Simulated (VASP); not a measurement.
# Ge (P6_3/mmc) in VASP: settings compared, part 2 of 2

VASP 6.6.1. Earlier steps stand in the parts before.

## 4. Relaxation of cell and atoms, revPBE

File INCAR:

```
PREC     = Accurate       # precision mode
ENCUT    = 600            # plane-wave cutoff, eV
EDIFF    = 1E-6           # SCF threshold, eV
ISMEAR   = -1             # smearing method
SIGMA    = 0.05           # smearing width, eV
LREAL    = F              # projectors in reciprocal space
LASPH    = T              # aspherical terms in the spheres
NELM     = 60             # most SCF steps
ALGO     = Fast           # electronic algorithm
ISIF     = 3              # what is computed and relaxed
LWAVE    = F              # write WAVECAR
LCHARG   = F              # write CHGCAR
GGA      = RE             # functional
IBRION   = 2              # ionic algorithm
NSW      = 60             # ionic steps
EDIFFG   = -0.02          # ionic threshold
```

File KPOINTS:

```
Automatic mesh
0
Gamma
  6 6 3
```

File POSCAR:

```
Ge
1.0
    3.9975858431      0.0000000000      0.0000000000
   -1.9987929216      3.4620108940      0.0000000000
    0.0000000000      0.0000000000      6.5993779500
Ge
4
Direct
    0.3333333333      0.6666666667      0.9370987500
    0.6666666667      0.3333333333      0.4370987500
    0.3333333333      0.6666666667      0.5629012500
    0.6666666667      0.3333333333      0.0629012500
```

Potentials or basis: VASP PAW PBE potentials, release 64 (Ge_d).

On the command line:

```console
cat potpaw_PBE.64/Ge_d/POTCAR > POTCAR
mpirun -np 1 vasp_std > vasp.out
```

OUTCAR:

```text
PREC = Accurate
   ENCUT = 600
   EDIFF = 1E-6
   ISMEAR = -1
   LREAL = F
   LASPH = T
   NELM = 60
   ISIF = 3
   GGA = RE
   IBRION = 2
   NSW = 60
   EDIFFG = -0.02

 ion  position               nearest neighbor table
   1  0.333  0.667  0.937-   4 2.45   4 2.45   4 2.45   3 2.47
   2  0.667  0.333  0.437-   3 2.45   3 2.45   3 2.45   4 2.47
   3  0.333  0.667  0.563-   2 2.45   2 2.45   2 2.45   1 2.47
   4  0.667  0.333  0.063-   1 2.45   1 2.45   1 2.45   2 2.47

  LATTYP: Found a hexagonal cell.
 ALAT       =     3.9975858431
 C/A-ratio  =     1.6508408347

  Lattice vectors:

 A1 = (   3.9975858431,   0.0000000000,   0.0000000000)
 A2 = (  -1.9987929216,   3.4620108940,   0.0000000000)
 A3 = (   0.0000000000,   0.0000000000,   6.5993779500)

Analysis of symmetry for initial positions (statically):
=====================================================================
[... 176 lines left out ...]
 fundamental gap:      0.0973574657
 Fermi energy:         5.1251575935

 k-point     1 :       0.0000    0.0000    0.0000
  band No.  band energies     occupation
      1     -19.8638      2.00000
      2     -19.8638      2.00000
      3     -19.8258      2.00000
      4     -19.8258      2.00000
      5     -19.8258      2.00000
      6     -19.8129      2.00000
[... 644 lines left out ...]
--------------------------------------- Ionic step        5  -------------------------------------------

 number of electron      56.0000013 magnetization

 Free energy of the ion-electron system (eV)
  ---------------------------------------------------
  ext. energy  EPLUGINS =         0.00000000
  ---------------------------------------------------
  free energy    TOTEN  =       -16.82137089 eV

  energy without entropy =      -16.82011744  energy(sigma->0) =      -16.82074417

 E-fermi :   4.3859     XC(G=0):  -9.4282

 val. band max:        4.2925081133   @ k =   0.0000   0.0000   0.0000
 cond. band min:       4.5264913467   @ k =   0.0000   0.0000   0.0000
 fundamental gap:      0.2339832334
 Fermi energy:         4.3859124878

 k-point     1 :       0.0000    0.0000    0.0000
  band No.  band energies     occupation
      1     -20.3924      2.00000
      2     -20.3924      2.00000
      3     -20.3620      2.00000
      4     -20.3606      2.00000
      5     -20.3606      2.00000
      6     -20.3497      2.00000
[... 524 lines left out ...]
  FREE ENERGIE OF THE ION-ELECTRON SYSTEM (eV)
  ---------------------------------------------------
  free  energy   TOTEN  =       -16.8213708930 eV

  energy  without entropy=      -16.8201174404  energy(sigma->0) =      -16.82074417

 reached required accuracy - stopping structural energy minimisation
```

OSZICAR:

```text
N       E                     dE             d eps       ncg     rms          rms(c)
DAV:   1     0.510836466716E+03    0.51084E+03   -0.31394E+04  1084   0.504E+03
DAV:   2     0.685619784888E+02   -0.44227E+03   -0.43503E+03   924   0.894E+02
DAV:   3    -0.124110673472E+02   -0.80973E+02   -0.80324E+02  1064   0.227E+02
[... 52 lines left out ...]
       N       E                     dE             d eps       ncg     rms          rms(c)
DAV:   1    -0.168213141644E+02   -0.74870E-04   -0.48493E-02  1085   0.156E+00    0.334E-02
RMM:   2    -0.168213586467E+02   -0.44482E-04   -0.65185E-04  1045   0.255E-01    0.214E-02
RMM:   3    -0.168213641366E+02   -0.54900E-05   -0.19355E-04  1050   0.153E-01    0.432E-03
RMM:   4    -0.168213701356E+02   -0.59990E-05   -0.85187E-05  1222   0.891E-02    0.391E-03
RMM:   5    -0.168213708930E+02   -0.75744E-06   -0.94074E-06   773   0.273E-02
   5 F= -.16821371E+02 E0= -.16820744E+02  d E =-.131693E-03
```

CONTCAR:

```text
Ge
   1.00000000000000
     4.0904861882633092   -0.0000000000013432    0.0000000000000000
    -2.0452430941839799    3.5424649529370704   -0.0000000000000000
     0.0000000000000000    0.0000000000000000    6.7348285246028734
  Ge
     4
Direct
     0.3333333332999970    0.6666666667000030    0.9372015239618992
     0.6666666667000030    0.3333333332999970    0.4372015239618992
     0.3333333332999970    0.6666666667000030    0.5627984760381008
     0.6666666667000030    0.3333333332999970    0.0627984760381008

  0.00000000E+00  0.00000000E+00  0.00000000E+00
  0.00000000E+00  0.00000000E+00  0.00000000E+00
  0.00000000E+00  0.00000000E+00  0.00000000E+00
  0.00000000E+00  0.00000000E+00  0.00000000E+00
```

Run time: 2 min. Hardware: 1 thread of Intel Xeon Platinum 8488C (Sapphire Rapids), shared host; peak memory 0.24 GiB.

What came out:

```yaml
Free_energy: -16.8214 eV
Relaxed_volume: 24.40 Å³/atom
Relaxed_cell: a = 4.090 Å, b = 4.090 Å, c = 6.735 Å, α = 90.00°, β = 90.00°, γ = 120.00°
Space_group_after_relaxing_to_0.05_Å: P6_3/mmc (No. 194)
Energy_gained_by_relaxing: 20.2 meV/atom
Ionic_steps: 5
Pressure_after_relaxing: 0.0 GPa
Band_gap_on_the_k_mesh: 0.23 eV, direct
```

The path:
```tsv
step	energy change (eV)	largest force (eV/Å)	pressure (GPa)	volume (Å³)
1	0.0000	0.0247	4.22	91.33
2	-0.0747	0.0552	-0.98	99.52
3	-0.0807	0.0367	-0.03	97.70
4	-0.0807	0.0350	0.08	97.57
5	-0.0808	0.0007	0.02	97.59
```

Final structure:
```
Ge
1.0
     4.09049    0.00000    0.00000
    -2.04524    3.54246    0.00000
     0.00000    0.00000    6.73483
Ge
4
Direct
  0.33333 0.66667 0.93720
  0.66667 0.33333 0.43720
  0.33333 0.66667 0.56280
  0.66667 0.33333 0.06280
```

Levels at points of the mesh, in eV from the valence-band top:
| k point | band 26 | band 27 | band 28 | band 29 | band 30 | band 31 |
| --- | --- | --- | --- | --- | --- | --- |
| (0.00, 0.00, 0.00) | -0.38 | -0.07 | 0.00 | 0.23 | 0.23 | 2.40 |
| (0.50, 0.00, 0.00) | -2.71 | -2.42 | -1.21 | 0.79 | 1.64 | 3.77 |

Caveat: the PAW data sets were made with another functional, which shifts forces and pressure a little; an odd mesh through Γ misses points on the zone boundary, where band edges often lie.

## 5. Relaxation of cell and atoms, BLYP

Edit INCAR of step 4 so:

```diff
@@ -12,3 +12,7 @@
 LCHARG   = F              # write CHGCAR
-GGA      = RE             # functional
+GGA      = B5             # functional
+ALDAX    = 1.0          
+AGGAX    = 1.0          
+AGGAC    = 1.0          
+ALDAC    = 0.0          
 IBRION   = 2              # ionic algorithm
```

KPOINTS is that of step 4.

POSCAR is that of step 4.

On the command line:

```console
cat potpaw_PBE.64/Ge_d/POTCAR > POTCAR
mpirun -np 1 vasp_std > vasp.out
```

Run time: 3.8 min. Hardware: 1 thread of Intel Xeon Platinum 8488C (Sapphire Rapids), shared host; peak memory 0.24 GiB.

Results (log left out):

```yaml
Free_energy: -15.2437 eV
Relaxed_volume: 25.53 Å³/atom
Relaxed_cell: a = 4.152 Å, b = 4.152 Å, c = 6.841 Å, α = 90.00°, β = 90.00°, γ = 120.00°
Space_group_after_relaxing_to_0.05_Å: P6_3/mmc (No. 194)
Energy_gained_by_relaxing: 53.3 meV/atom
Ionic_steps: 5
Pressure_after_relaxing: 0.0 GPa
Largest_force_after_relaxing: 0.013 eV/Å
Band_gap_on_the_k_mesh: 0.08 eV, indirect (least direct gap 0.21 eV)
```

Forces in eV/Å, atoms in the order of the input:
```
Ge   0.000  0.000  0.013
Ge   0.000  0.000  0.013
Ge   0.000  0.000 -0.013
Ge   0.000  0.000 -0.013
```

Stress tensor (GPa, compression positive):
```
 0.11  0.00  0.00
 0.00  0.11  0.00
 0.00  0.00 -0.11
```

The path:
| step | energy change (eV) | largest force (eV/Å) | pressure (GPa) | volume (Å³) |
| --- | --- | --- | --- | --- |
| 1 | 0.0000 | 0.0438 | 6.85 | 91.33 |
| 2 | -0.2032 | 0.0873 | -1.18 | 104.86 |
| 3 | -0.2128 | 0.0612 | 0.03 | 102.17 |
| 4 | -0.2128 | 0.0652 | -0.12 | 102.40 |
| 5 | -0.2133 | 0.0125 | 0.03 | 102.13 |

Final structure:
```
Ge
1.0
     4.15209    0.00000    0.00000
    -2.07604    3.59581    0.00000
     0.00000    0.00000    6.84072
Ge
4
Direct
  0.33333 0.66667 0.93728
  0.66667 0.33333 0.43728
  0.33333 0.66667 0.56272
  0.66667 0.33333 0.06272
```

Levels at points of the mesh, in eV from the valence-band top:
```tsv
k point	band 25	band 26	band 27	band 28	band 29	band 30	band 31	band 32
(0.00, 0.00, 0.00)	-1.17	-1.08	-0.24	0.00	0.21	0.21	2.40	2.40
(0.50, 0.00, 0.00)	-3.83	-2.55	-2.23	-1.15	0.84	1.42	3.79	3.82
```

Caveat: the PAW data sets were made with another functional, which shifts forces and pressure a little; an odd mesh through Γ misses points on the zone boundary, where band edges often lie.

## 6. The reference run

An earlier run on the cell as given: functional PBE; potentials or basis VASP PAW PBE potentials, release 64 (Ge_d); cutoff 520 eV; k mesh 8 × 8 × 4; occupations fermi-dirac, width 0.05 eV; no spin polarisation.

* Pressure: 2.9 GPa
* Largest force: 0.014 eV/Å
* Band gap on the k mesh: 0.12 eV, direct

## 7. Overview

```csv
task,level,cell,k mesh,cutoff (eV),gap on the mesh (eV),pressure (GPa),relaxed volume (Å³/atom),largest force (eV/Å)
relaxation of cell and atoms,PBEsol,relaxed,6 × 6 × 3,600,0.16,0.0,22.84,0.01
relaxation of cell and atoms,RPBE,relaxed,6 × 6 × 3,600,0.23,0.0,24.59,-
relaxation of cell and atoms,revPBE,relaxed,6 × 6 × 3,600,0.23,0.0,24.40,-
relaxation of cell and atoms,BLYP,relaxed,6 × 6 × 3,600,0.08,0.0,25.53,0.01
single point,PBE,as given,8 × 8 × 4,520,0.12,2.9,-,0.01
```

Alike in all rows: potentials or basis VASP PAW PBE potentials, release 64 (Ge_d); no spin polarisation; smearing fermi-dirac 0.05 eV.

Caveats: the PAW data sets were made with another functional, which shifts forces and pressure a little (some runs); an odd mesh through Γ misses points on the zone boundary, where band edges often lie (some runs).

Absolute energies hang on the potentials; compare differences alone.
